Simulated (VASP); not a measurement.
# Lu (P6_3/mmc) in VASP: notebook

One crystal, Lu, is run at these levels: PBE; tasks: single point.

Everything below comes from runs of VASP 6.6.1. Logs are shortened: lines on timing, memory, paths and dates and some standing lists are left out, and cuts for length are marked.

## Step 1: The crystal as given

The structure is hexagonal, space group P6_3/mmc (No. 194). The conventional cell has a = 3.503 Å, b = 3.503 Å, c = 5.551 Å, α = 90.00°, β = 90.00°, γ = 120.00°. Lu (site symmetry -6m2) has 12 Lu at 3.43 to 3.50 Å as nearest neighbours.

## Step 2: Single point, PBE

INCAR reads:

```
SYSTEM = Lu
  PREC = Accurate
  ENCUT = 450
  EDIFF = 1E-6
  ISMEAR = 0
  SIGMA = 0.1
  LREAL = .False.
  LASPH = .True.
  NELM = 100
  ALGO = Normal
  ISIF = 2
  LWAVE = .False.
  LCHARG = .False.
  GGA = PE
  ADDGRID = .False.
```

KPOINTS reads:

```
regular mesh
0
Gamma
  21 21 12
  0 0 0
```

POSCAR reads:

```
Lu
1.0
    3.5031000000      0.0000000000      0.0000000000
   -1.7515500000      3.0337735920      0.0000000000
    0.0000000000      0.0000000000      5.5509000000
Lu
2
Direct
    0.6666666667      0.3333333333      0.7500000000
    0.3333333333      0.6666666667      0.2500000000
```

Potentials or basis: VASP PAW PBE potentials, release 64 (Lu_3), 4f in core.

Started as:

```bash
$ cat potpaw_PBE.64/Lu_3/POTCAR > POTCAR
$ mpirun -np 1 vasp_std > vasp.out
```

OUTCAR:

```text
SYSTEM = Lu
   PREC = Accurate
   ENCUT = 450
   EDIFF = 1E-6
   ISMEAR = 0
   LREAL = .False.
   LASPH = .True.
   NELM = 100
   ISIF = 2
   GGA = PE

 Found    336 irreducible k-points:

 Following reciprocal coordinates:
            Coordinates               Weight
  0.000000  0.000000  0.000000      1.000000
  0.047619 -0.000000  0.000000      6.000000
  0.095238 -0.000000  0.000000      6.000000
  0.142857  0.000000  0.000000      6.000000
  0.190476 -0.000000  0.000000      6.000000
  0.238095 -0.000000  0.000000      6.000000
   k-points           NKPTS =    336   k-points in BZ     NKDIM =    336   number of bands    NBANDS=     13
   number of dos      NEDOS =    301   number of ions     NIONS =      2
   total plane-waves  NPLWV =  23040
   dimension x,y,z NGX =    24 NGY =   24 NGZ =   40
   dimension x,y,z NGXF=    48 NGYF=   48 NGZF=   80
   ions per type =               2
   NGX,Y,Z   is equivalent  to a cutoff of  11.39, 11.39, 11.98 a.u.
   NGXF,Y,Z  is equivalent  to a cutoff of  22.78, 22.78, 23.96 a.u.
 SYSTEM =  Lu
   PREC   = accura    normal or accurate (medium, high low for compatibility)
   ISTART =      0    job   : 0-new  1-cont  2-samecut
   ICHARG =      2    charge: 1-file 2-atom 10-const
   ISPIN  =      1    spin polarized calculation?
   LNONCOLLINEAR =      F non collinear calculations
   LSORBIT =      F    spin-orbit coupling
   LASPH  =      T    aspherical Exc in radial PAW
   ENCUT  =  450.0 eV  33.07 Ry    5.75 a.u.   6.06  6.06  9.60*2*pi/ulx,y,z
   NELM   =    100;   NELMIN=  2; NELMDL= -5     # of ELM steps
   EDIFF  = 0.1E-05   stopping-criterion for ELM
   LREAL  =      F    real-space projection
   EDIFFG = 0.1E-04   stopping-criterion for IOM
   NSW    =      0    number of steps for IOM
   IBRION =     -1    ionic relax: 0-MD 1-quasi-New 2-CG
   NFREE  =      0    steps in history (QN), initial steepest desc. (CG)
   ISIF   =      2    stress and relaxation
   ISYM   =      2    0-nonsym 1-usesym 2-fastsym
   POTIM  = 0.5000    time-step for ionic-motion
   TEBEG  =    0.0;   TEEND  =   0.0 temperature during run
   PSTRESS=    0.0 pullay stress
   NELECT =      18.0000    total number of electrons
   NUPDOWN=      -1.0000    fix difference up-down
   EMIN   =  10.00;   EMAX   =-10.00  energy-range for DOS
   EFERMI =   0.00;   METHOD = LEGACY
   ISMEAR =     0;   SIGMA  =   0.10  broadening in eV -4-tet -1-fermi 0-gaus
   EFERMI_NEDOS =   21; number of points for ismear=-14 and -15
   IALGO  =     38    algorithm
   IMIX   =      4    mixing-type and parameters
     AMIX     =   0.40;   BMIX     =  1.00
     AMIX_MAG =   1.60;   BMIX_MAG =  1.00
  volume/ion in A,a.u.               =      29.50       199.05
  Fermi-wavevector in a.u.,A,eV,Ry     =   1.102130  2.082723 16.526853  1.214689
  Thomas-Fermi vector in A             =   2.238568
   LORBIT       =      0    0 simple, 1 ext, 2 COOP (PROOUT), +10 PAW based schemes
   GGA     = PE    functional components
   LHFCALC =     F    Hartree Fock is set to
   AEXX    =    0.0000 exact exchange contribution
   IVDW    =     0    specifies the selected vdW correction
   LEPSILON=     F    determine dielectric tensor
   LRPA    =     F    only Hartree local field effects (RPA)
 non-spin polarized calculation
 Gauss-broadening in eV      SIGMA  =   0.10
  energy-cutoff  :      450.00
  volume of cell :       58.99
 maximum number of plane-waves:      1302
   NGX = 13   NGY = 13   NGZ = 19

 number of electron      18.0000001 magnetization

 Free energy of the ion-electron system (eV)
  ---------------------------------------------------
  ext. energy  EPLUGINS =         0.00000000
  ---------------------------------------------------
  free energy    TOTEN  =        -8.91350040 eV

  energy without entropy =       -8.89526215  energy(sigma->0) =       -8.90438128

 E-fermi :   2.7775     XC(G=0):  -9.9083

 val. band max:        2.7756664460   @ k =   0.3333   0.1429   0.4167
 cond. band min:       2.7799277724   @ k =   0.3333   0.0952   0.4167
 fundamental gap:      0.0042613264
 Fermi energy:         2.7774819796

 k-point     1 :       0.0000    0.0000    0.0000
  band No.  band energies     occupation
      1     -24.2702      2.00000
      2     -23.8612      2.00000
      3     -23.8612      2.00000
      4     -23.7853      2.00000
      5     -23.7853      2.00000
      6     -23.7594      2.00000
      7      -3.2479      2.00000
      8       0.3401      2.00000
      9       3.3272      0.00000
     10       4.9918      0.00000
     11       4.9920      0.00000
     12       5.2740      0.00000
     13       5.6969      0.00000

 k-point     2 :       0.0476   -0.0000    0.0000
  band No.  band energies     occupation
      1     -24.2667      2.00000
      2     -23.8686      2.00000
      3     -23.8637      2.00000
      4     -23.7930      2.00000
      5     -23.7863      2.00000
      6     -23.7610      2.00000
      7      -3.1935      2.00000
      8       0.3963      2.00000
      9       3.2890      0.00000
     10       4.8000      0.00000
     11       5.0476      0.00000
     12       5.4545      0.00000
     13       5.7005      0.00000

 k-point     3 :       0.0952   -0.0000    0.0000
  band No.  band energies     occupation
      1     -24.2563      2.00000
      2     -23.8900      2.00000
      3     -23.8709      2.00000
      4     -23.8156      2.00000
      5     -23.7894      2.00000
      6     -23.7658      2.00000
      7      -3.0322      2.00000
      8       0.5611      2.00000
      9       3.1809      0.00000
     10       4.4673      0.00000
     11       5.1976      0.00000
     12       5.3942      0.00000
     13       5.8863      0.00000

 k-point     4 :       0.1429    0.0000    0.0000
  band No.  band energies     occupation
      1     -24.2396      2.00000
      2     -23.9236      2.00000
      3     -23.8819      2.00000
      4     -23.8504      2.00000
      5     -23.7944      2.00000
      6     -23.7738      2.00000
      7      -2.7698      2.00000
      8       0.8214      2.00000
      9       3.0192      0.00063
     10       4.0932      0.00000
     11       5.0965      0.00000
     12       5.4550      0.00000
     13       5.7839      0.00000

 k-point     5 :       0.1905   -0.0000    0.0000
  band No.  band energies     occupation
      1     -24.2172      2.00000
      2     -23.9665      2.00000
      3     -23.8956      2.00000
      4     -23.8939      2.00000
      5     -23.8010      2.00000
      6     -23.7849      2.00000
      7      -2.4158      2.00000
      8       1.1500      2.00000
      9       2.8249      0.50239
     10       3.7166      0.00000
     11       4.7851      0.00000
     12       5.3791      0.00000
     13       5.9200      0.00000

 k-point     6 :       0.2381   -0.0000    0.0000
  band No.  band energies     occupation
      1     -24.1902      2.00000
      2     -24.0149      2.00000
      3     -23.9418      2.00000
      4     -23.9107      2.00000
      5     -23.8088      2.00000
      6     -23.7992      2.00000
      7      -1.9840      2.00000
      8       1.4942      2.00000
      9       2.6190      1.97503
     10       3.3731      0.00000
     11       4.5225      0.00000
     12       5.0921      0.00000
     13       5.3910      0.00000

 [... further k-points ...]

------------------------ aborting loop because EDIFF is reached ----------------------------------------

  FORCE on cell =-STRESS in cart. coord.  units (eV):
  Direction    XX          YY          ZZ          XY          YZ          ZX
  --------------------------------------------------------------------------------------
  -------------------------------------------------------------------------------------
  Total        0.1171737      0.1171737     -0.3387662     -0.0000000      0.0000000      0.0000000
  in kB        3.1823041      3.1823041     -9.2005036     -0.0000000      0.0000000      0.0000000
  external PRESSURE =      -0.9452984 kB  Pullay stress =       0.0000000 kB

 VOLUME and BASIS-vectors are now :
 -----------------------------------------------------------------------------
  energy-cutoff  :      450.00
  volume of cell :       58.99
      direct lattice vectors                 reciprocal lattice vectors
     3.503100000  0.000000000  0.000000000     0.285461448  0.164811244  0.000000000
    -1.751550000  3.033773592  0.000000000     0.000000000  0.329622488  0.000000000
     0.000000000  0.000000000  5.550900000     0.000000000  0.000000000  0.180150967

 POSITION                                       TOTAL-FORCE (eV/Angst)
 -----------------------------------------------------------------------------------
      1.75155      1.01126      4.16318        -0.000000     -0.000000      0.000000
     -0.00000      2.02252      1.38773         0.000000      0.000000      0.000000
 -----------------------------------------------------------------------------------
    total drift:                               -0.000000      0.000000     -0.000000

  FREE ENERGIE OF THE ION-ELECTRON SYSTEM (eV)
  ---------------------------------------------------
  free  energy   TOTEN  =        -8.9135003987 eV

  energy  without entropy=       -8.8952621522  energy(sigma->0) =       -8.90438128
```

It took 56 s on 1 thread of Intel Xeon 6975P-C (Granite Rapids), shared host; peak memory 0.31 GiB.

These settings aren't checked as converged: the numbers below hold their error.

What came out:

* Free energy: -8.9135 eV
* Pressure: -0.1 GPa
* Band gap on the k mesh: none (metal or under the smearing width)

## Step 3: Single point, PBE

INCAR is that of step 2.

KPOINTS is that of step 2.

POSCAR reads:

```
Lu
1.0
    3.5031000000      0.0000000000      0.0000000000
   -1.7515500000      3.0337735920      0.0000000000
    0.0000000000      0.0000000000      5.5509000000
Lu
2
Direct
    0.6483880000      0.2977880000      0.7516770000
    0.3414390000      0.6668870000      0.2457360000
```

Potentials or basis: VASP PAW PBE potentials, release 64 (Lu_3), 4f in core.

Started as:

```bash
$ cat potpaw_PBE.64/Lu_3/POTCAR > POTCAR
$ mpirun -np 1 vasp_std > vasp.out
```

OUTCAR:

```text
SYSTEM = Lu
   PREC = Accurate
   ENCUT = 450
   EDIFF = 1E-6
   ISMEAR = 0
   LREAL = .False.
   LASPH = .True.
   NELM = 100
   ISIF = 2
   GGA = PE

 Found   2647 irreducible k-points:

 Following reciprocal coordinates:
            Coordinates               Weight
  0.000000  0.000000  0.000000      1.000000
  0.047619 -0.000000  0.000000      2.000000
  0.000000  0.047619  0.000000      2.000000
 -0.047619  0.047619  0.000000      2.000000
  0.095238 -0.000000  0.000000      2.000000
  0.000000  0.095238  0.000000      2.000000
   k-points           NKPTS =   2647   k-points in BZ     NKDIM =   2647   number of bands    NBANDS=     13
[... 175 lines left out ...]
  --------------------------------------------------------------------------------------
  -------------------------------------------------------------------------------------
  Total       -0.0227301      0.2186996     -0.2796108     -0.0347156     -0.0222754     -0.0047067
  in kB       -0.6173229      5.9396304     -7.5939102     -0.9428367     -0.6049742     -0.1278298
  external PRESSURE =      -0.7572009 kB  Pullay stress =       0.0000000 kB

 VOLUME and BASIS-vectors are now :
 -----------------------------------------------------------------------------
  energy-cutoff  :      450.00
  volume of cell :       58.99
      direct lattice vectors                 reciprocal lattice vectors
     3.503100000  0.000000000  0.000000000     0.285461448  0.164811244  0.000000000
    -1.751550000  3.033773592  0.000000000     0.000000000  0.329622488  0.000000000
     0.000000000  0.000000000  5.550900000     0.000000000  0.000000000  0.180150967

 POSITION                                       TOTAL-FORCE (eV/Angst)
 -----------------------------------------------------------------------------------
      1.74978      0.90342      4.17248         0.036943      0.164900     -0.140421
      0.02801      2.02318      1.36406        -0.036943     -0.164900      0.140421
 -----------------------------------------------------------------------------------
    total drift:                                0.000004      0.000007     -0.000000

  FREE ENERGIE OF THE ION-ELECTRON SYSTEM (eV)
  ---------------------------------------------------
  free  energy   TOTEN  =        -8.9018235387 eV

  energy  without entropy=       -8.8836646914  energy(sigma->0) =       -8.89274412
```

Wall time 7 min (1 thread of Intel Xeon 6975P-C (Granite Rapids), shared host); peak memory 1.4 GiB.

These settings aren't checked as converged: the numbers below hold their error.

What came out:

| Item | Value |
| --- | --- |
| Free energy | -8.9018 eV |
| Pressure | -0.1 GPa |
| Largest force | 0.220 eV/Å |
| Band gap on the k mesh | none (metal or under the smearing width) |
